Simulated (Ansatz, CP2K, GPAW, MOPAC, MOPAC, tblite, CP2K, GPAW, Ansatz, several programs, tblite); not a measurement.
# AlN: cheap methods against density-functional theory

Aim: run AlN through methods of unlike cost and see what each gets, and at what price.

Method: no spin polarisation, static lattice; gaps from single points on the cell relaxed beforehand with r²SCAN, in MOPAC, tblite, CP2K, GPAW, Ansatz (versions at each run).

### Step 1. The system as given

It takes space group F-43m (No. 216, cubic). Conventional cell: a = 4.370 Å, b = 4.370 Å, c = 4.370 Å, α = 90.00°, β = 90.00°, γ = 90.00°. Al (site symmetry -43m) has 4 N at 1.89 Å as nearest neighbours. N (site symmetry -43m) is surrounded by 4 Al at 1.89 Å.

Structure file:

```xyz
2
Lattice="0.0000 2.1849 2.1849 2.1849 0.0000 2.1849 2.1849 2.1849 0.0000" Properties=species:S:1:pos:R:3 pbc="T T T"
Al    0.0000    0.0000    0.0000
N     3.2773    3.2773    3.2773
```

The structure type (database structure) is imposed and need not be the compound's stable one.

### Step 2. PM7 (semi-empirical, MOPAC 23.2.5)

The gap of PM6 and PM7 is a difference of Hartree-Fock-like orbital energies, with no screening; it often comes out too large, and it hangs on the parameters.

File run.mop:

```
PM7 1SCF GRADIENTS AUX(PRECISION=6) THREADS=1
crystal as a cluster of 2x2x2 conventional cells

Al 6.554629 1 0.000000 1 -6.554629 1
N 1.092438 1 3.277315 1 -3.277315 1
Al 2.184876 1 0.000000 1 -6.554629 1
N 5.462191 1 3.277315 1 -3.277315 1
Al 4.369753 1 2.184876 1 -6.554629 1
N 7.647068 1 5.462191 1 -3.277315 1
Al 6.554629 1 4.369753 1 -6.554629 1
N 1.092438 1 7.647068 1 -3.277315 1
Al 4.369753 1 0.000000 1 -4.369753 1
N 7.647068 1 3.277315 1 -1.092438 1
Al 6.554629 1 2.184876 1 -4.369753 1
N 1.092438 1 5.462191 1 -1.092438 1
Al 6.554629 1 0.000000 1 -2.184876 1
N 1.092438 1 3.277315 1 -7.647068 1
Al 0.000000 1 2.184876 1 -6.554629 1
N 3.277315 1 5.462191 1 -3.277315 1
Al 2.184876 1 4.369753 1 -6.554629 1
N 5.462191 1 7.647068 1 -3.277315 1
Al 4.369753 1 6.554629 1 -6.554629 1
N 7.647068 1 1.092438 1 -3.277315 1
Al 0.000000 1 0.000000 1 -4.369753 1
N 3.277315 1 3.277315 1 -1.092438 1
Al 2.184876 1 2.184876 1 -4.369753 1
N 5.462191 1 5.462191 1 -1.092438 1
Al 4.369753 1 4.369753 1 -4.369753 1
N 7.647068 1 7.647068 1 -1.092438 1
Al 6.554629 1 6.554629 1 -4.369753 1
N 1.092438 1 1.092438 1 -1.092438 1
Al 2.184876 1 0.000000 1 -2.184876 1
N 5.462191 1 3.277315 1 -7.647068 1
Al 4.369753 1 2.184876 1 -2.184876 1
N 7.647068 1 5.462191 1 -7.647068 1
Al 6.554629 1 4.369753 1 -2.184876 1
N 1.092438 1 7.647068 1 -7.647068 1
Al 4.369753 1 0.000000 1 0.000000 1
N 7.647068 1 3.277315 1 -5.462191 1
Al 6.554629 1 2.184876 1 0.000000 1
N 1.092438 1 5.462191 1 -5.462191 1
Al 0.000000 1 6.554629 1 -6.554629 1
N 3.277315 1 1.092438 1 -3.277315 1
Al 0.000000 1 4.369753 1 -4.369753 1
N 3.277315 1 7.647068 1 -1.092438 1
Al 2.184876 1 6.554629 1 -4.369753 1
N 5.462191 1 1.092438 1 -1.092438 1
Al 0.000000 1 2.184876 1 -2.184876 1
N 3.277315 1 5.462191 1 -7.647068 1
Al 2.184876 1 4.369753 1 -2.184876 1
N 5.462191 1 7.647068 1 -7.647068 1
Al 4.369753 1 6.554629 1 -2.184876 1
N 7.647068 1 1.092438 1 -7.647068 1
Al 0.000000 1 0.000000 1 0.000000 1
N 3.277315 1 3.277315 1 -5.462191 1
Al 2.184876 1 2.184876 1 0.000000 1
N 5.462191 1 5.462191 1 -5.462191 1
Al 4.369753 1 4.369753 1 0.000000 1
N 7.647068 1 7.647068 1 -5.462191 1
Al 6.554629 1 6.554629 1 0.000000 1
N 1.092438 1 1.092438 1 -5.462191 1
Al 0.000000 1 6.554629 1 -2.184876 1
N 3.277315 1 1.092438 1 -7.647068 1
Al 0.000000 1 4.369753 1 0.000000 1
N 3.277315 1 7.647068 1 -5.462191 1
Al 2.184876 1 6.554629 1 0.000000 1
N 5.462191 1 1.092438 1 -5.462191 1
Tv 8.739506 1 0.000000 1 0.000000 1
Tv 0.000000 1 0.000000 1 -8.739506 1
Tv 0.000000 1 8.739506 1 0.000000 1
```

Command:

```console
$ mopac run.mop
```

The log of the run (excerpt; [...] marks lines left out):

```text
[...]
           Empirical Formula: N32 Al32  =    64 atoms
[...]
     SCF FIELD WAS ACHIEVED
[...]
                                                       MOPAC v23.2.5 Linux
          FINAL HEAT OF FORMATION =       -316.61777 KCAL/MOL =   -1324.72876 KJ/MOL
          H.o.F. per unit cell    =         -9.89431 KCAL, for 32 unit cells, unit cell = N1 Al1
          GRADIENT NORM           =       1677.90339          =       209.73792 PER ATOM
          IONIZATION POTENTIAL    =          7.576863 EV
          HOMO LUMO ENERGIES (EV) =         -7.577  0.776
          NO. OF FILLED LEVELS    =        128
          MOLECULAR WEIGHT        =       1311.6237         POINT GROUP:  C3v
          VOLUME OF UNIT CELL     =        667.514 CUBIC ANGSTROMS
          DENSITY                 =          3.263 GRAMS/CC
                              A   =          8.740 ANGSTROMS
                              B   =          8.740 ANGSTROMS
                              C   =          8.740 ANGSTROMS
[...]
                             CARTESIAN COORDINATES
   1   Al        6.554629000     0.000000000    -6.554629000
   2    N        1.092438000     3.277315000    -3.277315000
   3   Al        2.184876000     0.000000000    -6.554629000
   4    N        5.462191000     3.277315000    -3.277315000
   5   Al        4.369753000     2.184876000    -6.554629000
   6    N        7.647068000     5.462191000    -3.277315000
   7   Al        6.554629000     4.369753000    -6.554629000
   8    N        1.092438000     7.647068000    -3.277315000
   9   Al        4.369753000     0.000000000    -4.369753000
  10    N        7.647068000     3.277315000    -1.092438000
  11   Al        6.554629000     2.184876000    -4.369753000
  12    N        1.092438000     5.462191000    -1.092438000
  13   Al        6.554629000     0.000000000    -2.184876000
[...]
              NET ATOMIC CHARGES AND DIPOLE CONTRIBUTIONS
  ATOM NO.   TYPE          CHARGE      No. of ELECS.   s-Pop       p-Pop       d-Pop
    1         Al           0.295431        2.7046     0.24647     1.33547     1.12262
    2          N          -0.295509        5.2955     1.42381     3.87170
    3         Al           0.295363        2.7046     0.24651     1.33554     1.12258
    4          N          -0.295495        5.2955     1.42382     3.87168
    5         Al           0.295441        2.7046     0.24645     1.33549     1.12261
    6          N          -0.295495        5.2955     1.42381     3.87168
    7         Al           0.295538        2.7045     0.24641     1.33540     1.12265
    8          N          -0.295678        5.2957     1.42385     3.87183
    9         Al           0.295319        2.7047     0.24653     1.33562     1.12253
   10          N          -0.295232        5.2952     1.42378     3.87145
   11         Al           0.295460        2.7045     0.24647     1.33547     1.12260
   12          N          -0.295436        5.2954     1.42381     3.87163
[...]
 * JOB ENDED NORMALLY *
[...]
```

Run time: 7.5 s. Hardware: 1 thread of Arm Neoverse V2, shared host; peak memory 0.056 GiB.

Gap 8.35 eV. The 64 atoms of the cluster fold only a few k-points onto the zone centre, so gap and energy may not be converged in the cluster's size.

Further single points at scaled volumes (the reference cell, shape and fractional coordinates held; logs not shown):

```csv
volume (Å³/atom),"energy (meV/atom, from the lowest)"
9.18,1473.2
9.80,823.1
10.43,393.7
11.06,131.7
11.68,0.0
```

The lowest point lies at the end of the range, so no fit is made.

### Step 3. GFN1-xTB (tight binding, tblite 0.8.0)

File run.py:

```python
import json
from ase import Atoms
from ase.build import make_supercell
from ase.units import Bohr, GPa, Hartree
from tblite.interface import Calculator

atoms = Atoms(['Al', 'N'],
              cell=[[0.0, 2.18487648, 2.18487648], [2.18487648, 0.0, 2.18487648], [2.18487648, 2.18487648, 0.0]],
              scaled_positions=[[0.0, 0.0, 0.0], [0.75, 0.75, 0.75]],
              pbc=True)
cluster = make_supercell(atoms, [[-2, 2, 2], [-2, -2, 2], [2, -2, 2]])
calc = Calculator('GFN1-xTB', cluster.numbers, cluster.positions / Bohr, lattice=cluster.cell[:] / Bohr, periodic=cluster.pbc)
calc.set('temperature', 0.02 / Hartree)
calc.set('max-iter', 150)
res = calc.singlepoint()
levels = res.get('orbital-energies') * Hartree
nv = round(res.get('orbital-occupations').sum() / 2)
cells = len(cluster) // len(atoms)
out = {'energy_per_cell': res.get('energy') * Hartree / cells, 'homo': levels[nv - 1], 'lumo': levels[nv],
       'stress': (-res.get('virial') * Hartree / cluster.get_volume() / GPa).tolist(), 'charges': res.get('charges')[:len(atoms)].tolist(), 'electrons': 2 * nv / cells}
json.dump(out, open('results.json', 'w'))
for key, value in out.items():
    print(key, value)
```

Command:

```console
$ python run.py
```

The log of the run:

```text
------------------------------------------------------------
  cycle        total energy    energy error   density error
------------------------------------------------------------
      1     -127.3505093760  -1.2756313E+02   1.0098487E+00
      2     -137.8602135492  -1.0509704E+01   4.6677754E-01
      3     -143.4628939203  -5.6026804E+00   2.6420739E-01
      4     -143.9548310406  -4.9193712E-01   2.2872460E-02
      5     -143.9563931834  -1.5621428E-03   5.7196660E-03
      6     -143.9565259193  -1.3273597E-04   4.1217057E-03
      7     -143.9569814723  -4.5555302E-04   9.3439508E-04
      8     -143.9569826037  -1.1313664E-06   2.3346996E-05
      9     -143.9569826090  -5.2509677E-09   6.8365942E-06
------------------------------------------------------------

 total:                                   4.770 sec
energy_per_cell -122.41465702110783
homo -15.57671261026626
lumo -14.903094568630198
stress [[31.792506517568032, -7.042068436214037e-06, 7.042068843884402e-06], [-7.042068436610046e-06, 31.792506517568462, 7.042068281153353e-06], [7.042068842794077e-06, 7.042068280516607e-06, 31.792506517569294]]
charges [0.34087299009374744, -0.34082924298232786]
electrons 8.0
```

It took 5.3 s on 1 thread of Arm Neoverse V2, shared host; peak memory 0.12 GiB.

Gap 0.67 eV; pressure 31.8 GPa. The 64 atoms of the cluster fold only a few k-points onto the zone centre, so gap and energy may not be converged in the cluster's size.

Further single points at scaled volumes (the reference cell, shape and fractional coordinates held; logs not shown):

```csv
volume (Å³/atom),"energy (meV/atom, from the lowest)"
9.18,540.7
9.80,313.2
10.43,159.3
11.06,59.6
11.68,0.0
```

The lowest point lies at the end of the range, so no fit is made.

### Step 4. GFN2-xTB (tight binding, tblite 0.8.0)

File run.py:

```python
import json
from ase import Atoms
from ase.build import make_supercell
from ase.units import Bohr, GPa, Hartree
from tblite.interface import Calculator

atoms = Atoms(['Al', 'N'],
              cell=[[0.0, 2.18487648, 2.18487648], [2.18487648, 0.0, 2.18487648], [2.18487648, 2.18487648, 0.0]],
              scaled_positions=[[0.0, 0.0, 0.0], [0.75, 0.75, 0.75]],
              pbc=True)
cluster = make_supercell(atoms, [[-2, 2, 2], [-2, -2, 2], [2, -2, 2]])
calc = Calculator('GFN2-xTB', cluster.numbers, cluster.positions / Bohr, lattice=cluster.cell[:] / Bohr, periodic=cluster.pbc)
calc.set('temperature', 0.02 / Hartree)
calc.set('max-iter', 150)
res = calc.singlepoint()
levels = res.get('orbital-energies') * Hartree
nv = round(res.get('orbital-occupations').sum() / 2)
cells = len(cluster) // len(atoms)
out = {'energy_per_cell': res.get('energy') * Hartree / cells, 'homo': levels[nv - 1], 'lumo': levels[nv],
       'stress': (-res.get('virial') * Hartree / cluster.get_volume() / GPa).tolist(), 'charges': res.get('charges')[:len(atoms)].tolist(), 'electrons': 2 * nv / cells}
json.dump(out, open('results.json', 'w'))
for key, value in out.items():
    print(key, value)
```

Command:

```console
$ python run.py
```

The log of the run:

```text
------------------------------------------------------------
  cycle        total energy    energy error   density error
------------------------------------------------------------
      1     -120.9748584013  -1.2206029E+02   4.6992958E-01
      2     -130.1480309892  -9.1731726E+00   2.0423696E-01
      3     -130.5774486474  -4.2941766E-01   9.3522586E-02
      4     -130.6402776737  -6.2829026E-02   2.8530800E-02
      5     -130.1732056494   4.6707202E-01   8.0216809E-02
      6     -130.6762234647  -5.0301782E-01   1.9436259E-03
      7     -130.6763275287  -1.0406404E-04   1.5656486E-03
      8     -130.6764752031  -1.4767433E-04   3.5694797E-04
      9     -130.6764830391  -7.8360193E-06   1.5687376E-04
     10     -130.6764847530  -1.7138809E-06   4.5888756E-05
     11     -130.6764849118  -1.5887989E-07   2.6220686E-06
------------------------------------------------------------

 total:                                   5.933 sec
energy_per_cell -111.12150860135229
homo -13.962667417764356
lumo -11.320734758379436
stress [[5.1859441465763, -2.1066575335431587e-06, 2.1066573481759046e-06], [-2.1066575334797515e-06, 5.1859441465758565, 2.1066574385661704e-06], [2.1066573481989125e-06, 2.1066574384812325e-06, 5.185944146576098]]
charges [0.30218588622926223, -0.3021836441052368]
electrons 8.0
```

It took 6.5 s on 1 thread of Arm Neoverse V2, shared host; peak memory 0.11 GiB.

Gap 2.64 eV; pressure 5.2 GPa. The 64 atoms of the cluster fold only a few k-points onto the zone centre, so gap and energy may not be converged in the cluster's size.

Further single points at scaled volumes (the reference cell, shape and fractional coordinates held; logs not shown):

```csv
volume (Å³/atom),"energy (meV/atom, from the lowest)"
9.18,152.1
9.80,46.0
10.43,1.3
11.06,0.0
11.68,29.2
```

A third-order Birch-Murnaghan fit gives V₀ = 10.76 Å³ an atom and B₀ = 157 GPa, with shape and fractional coordinates held.

### Step 5. PBE/single-zeta (small basis, GPAW 26.7.0)

A small atomic basis brings errors of its own in gap and pressure, and the grid adds noise to the pressure.

File run.py:

```python
import json
from ase import Atoms
from gpaw import GPAW, PW, FermiDirac

atoms = Atoms(['Al', 'N'],
              cell=[[0.0, 2.18487648, 2.18487648], [2.18487648, 0.0, 2.18487648], [2.18487648, 2.18487648, 0.0]],
              scaled_positions=[[0.0, 0.0, 0.0], [0.75, 0.75, 0.75]],
              pbc=True)
calc = GPAW(mode='lcao', basis='sz(dzp)', h=0.2, xc='PBE', kpts={'size': (6, 6, 6), 'gamma': True},
            occupations=FermiDirac(0.02), maxiter=100, legacy_gpaw=True, txt='gpaw.txt')
atoms.calc = calc
res = {'energy': atoms.get_potential_energy(force_consistent=True)}
res['electrons'] = calc.get_number_of_electrons()
res['k'] = calc.get_ibz_k_points().tolist()
res['levels'] = [calc.get_eigenvalues(kpt=i).tolist() for i in range(len(res['k']))]
points = [[0.0, 0.0, 0.0], [-0.5, -0.5, 0.0], [-0.375, -0.375, 0.25], [-0.375, 0.0, 0.375], [0.0, 0.0, 0.5], [-0.5, -0.25, 0.25], [0.0, 0.5, 0.5]]
bands = calc.fixed_density(kpts=points, symmetry='off', txt='bands.txt')
res['points'] = [bands.get_eigenvalues(kpt=i).tolist() for i in range(len(points))]
json.dump(res, open('results.json', 'w'))
print('free energy (eV):', round(res['energy'], 5))
```

Command:

```console
$ python run.py
```

The log of the run (excerpt; [...] marks lines left out):

```text
[...]
    cutoffs:
[...]
  Total Charge: 0.000000
[...]
Number of atoms: 2
[...]
Number of bands in calculation: 8
Number of valence electrons: 8
[...]
iter:   1   -14.270414        c
[...]
iter:   8   -12.193363c       c -4.88c
Converged after 8 iterations.
Dipole moment: (0.623134, 0.623134, 0.623134) |e|*Ang
Energy contributions relative to reference atoms: (reference = -8085.144769)
Kinetic:        +35.333551
Potential:      -30.300259
External:        +0.000000
XC:             -18.358791
Entropy (-ST):   -0.000000
Local:           +1.132137
SIC:             +0.000000
--------------------------
Free energy:    -12.193363
Extrapolated:   -12.193363
[...]
 Kpt  Band  Eigenvalues  Occupancy
  0     2      7.14498    2.00000
  0     3      7.14498    2.00000
  0     4     11.03121    0.00000
  0     5     19.40080    0.00000
  1     2      6.33336    2.00000
  1     3      6.34250    2.00000
  1     4     12.84524    0.00000
  1     5     18.26166    0.00000
Fermi level: 7.65698
Gap: 3.886 eV
Transition (v -> c):
  (s=0, k=0, n=3, [0.00, 0.00, 0.00]) -> (s=0, k=0, n=4, [0.00, 0.00, 0.00])
No difference between direct/indirect transitions
free energy (eV): -12.19336
```

It took 4.6 s on 1 thread of Arm Neoverse V2, shared host; peak memory 0.12 GiB.

Gap 3.89 eV.

### Step 6. GLLB-SC (model potential, GPAW 26.7.0)

GLLB-SC adds a derivative discontinuity to the Kohn-Sham gap; it has no energy to relax with.

File run.py:

```python
import json
from ase import Atoms
from gpaw import GPAW, PW, FermiDirac

atoms = Atoms(['Al', 'N'],
              cell=[[0.0, 2.18487648, 2.18487648], [2.18487648, 0.0, 2.18487648], [2.18487648, 2.18487648, 0.0]],
              scaled_positions=[[0.0, 0.0, 0.0], [0.75, 0.75, 0.75]],
              pbc=True)
calc = GPAW(mode=PW(400), xc='GLLBSC', kpts={'size': (6, 6, 6), 'gamma': True},
            occupations=FermiDirac(0.02), maxiter=100, legacy_gpaw=True, txt='gpaw.txt')
atoms.calc = calc
res = {'energy': atoms.get_potential_energy(force_consistent=True)}
res['electrons'] = calc.get_number_of_electrons()
res['k'] = calc.get_ibz_k_points().tolist()
res['levels'] = [calc.get_eigenvalues(kpt=i).tolist() for i in range(len(res['k']))]
points = [[0.0, 0.0, 0.0], [-0.5, -0.5, 0.0], [-0.375, -0.375, 0.25], [-0.375, 0.0, 0.375], [0.0, 0.0, 0.5], [-0.5, -0.25, 0.25], [0.0, 0.5, 0.5]]
bands = calc.fixed_density(kpts=points, symmetry='off', nbands=round(res['electrons']) // 2 + 6, convergence={'bands': -2}, txt='bands.txt')
res['points'] = [bands.get_eigenvalues(kpt=i).tolist() for i in range(len(points))]
homo, lumo = bands.get_homo_lumo()
potential = calc.hamiltonian.xc.response.calculate_discontinuity_potential(homo, lumo)
res['discontinuity'] = bands.hamiltonian.xc.response.calculate_discontinuity(potential)
json.dump(res, open('results.json', 'w'))
print('free energy (eV):', round(res['energy'], 5))
```

Command:

```console
$ python run.py
```

The log of the run (excerpt; [...] marks lines left out):

```text
[...]
  mode: {ecut: 400.0,
[...]
    cutoffs:
[...]
  Cutoff energy: 400.000 eV
[...]
  Total Charge: 0.000000
[...]
Number of atoms: 2
[...]
Number of bands in calculation: 8
Number of valence electrons: 8
[...]
iter:   1   -16.822707
[...]
iter:  12   -13.251867c  -7.64c -4.36c
Converged after 12 iterations.
Dipole moment: (0.954033, 0.954033, 0.954033) |e|*Ang
Energy contributions relative to reference atoms: (reference = -8065.364373)
Kinetic:        +14.446786
Potential:       -9.087602
External:        +0.000000
XC:             -18.578035
Entropy (-ST):   -0.000000
Local:           -0.033016
SIC:             +0.000000
--------------------------
Free energy:    -13.251867
Extrapolated:   -13.251867
GLLBSC response reference energy: 4.38652 eV (from HOMO)
[...]
 Kpt  Band  Eigenvalues  Occupancy
  0     2      4.38616    2.00000
  0     3      4.38616    2.00000
  0     4      8.60067    0.00000
  0     5     17.73492    0.00000
  1     2      3.79345    2.00000
  1     3      3.79370    2.00000
  1     4     10.41789    0.00000
  1     5     16.39160    0.00000
Fermi level: 5.87772
Gap: 3.954 eV
Transition (v -> c):
  (s=0, k=0, n=3, [0.00, 0.00, 0.00]) -> (s=0, k=12, n=4, [0.50, 0.50, 0.00])
Direct/indirect transitions are different
Direct gap: 4.215 eV
Transition at: (s=0, k=0, n=3, [0.00, 0.00, 0.00])
free energy (eV): -13.25187
```

It took 2.9 s on 1 thread of Arm Neoverse V2, shared host; peak memory 0.12 GiB.

Kohn-Sham gap 3.95 eV; with the derivative discontinuity of 1.66 eV the gap is 5.62 eV.

[end of part 1 of 2]
